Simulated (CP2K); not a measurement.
MgO:

```
Mg O
1.0
     2.96561    0.00000    0.00000
     1.48280    2.56829    0.00000
     1.48280    0.85610    2.42141
Mg O
1 1
Direct
  0.00000 0.00000 0.00000
  0.50000 0.50000 0.50000
```

The cell is a database's computed one.

Base run:

```yaml
Program: CP2K 2026.2
Functional: PBE
Potentials_or_basis: POTENTIAL_UZH Mg GTH-PBE-q10, O GTH-PBE-q6; TZVP-MOLOPT-PBE-GTH basis
Density_cutoff: 19048 eV
k_mesh: 11 × 11 × 11
Occupations: fermi-dirac, width 0.05 eV
Spin: no spin polarisation
```

Its results: band gap on the k mesh 4.82 eV, direct.

The run is repeated on the same cell with these changes: functional from PBE to TB-mBJ. What comes out?

Band gap on the k mesh 5.42 eV, direct.

Caveats: the basis of atomic orbitals isn't converged, which shifts pressures, moduli and gaps; an odd mesh through Γ misses points on the zone boundary, where band edges often lie (some runs); this is a model potential without an energy functional, so only levels have meaning (some runs).

Not every run made on this cell is shown here.
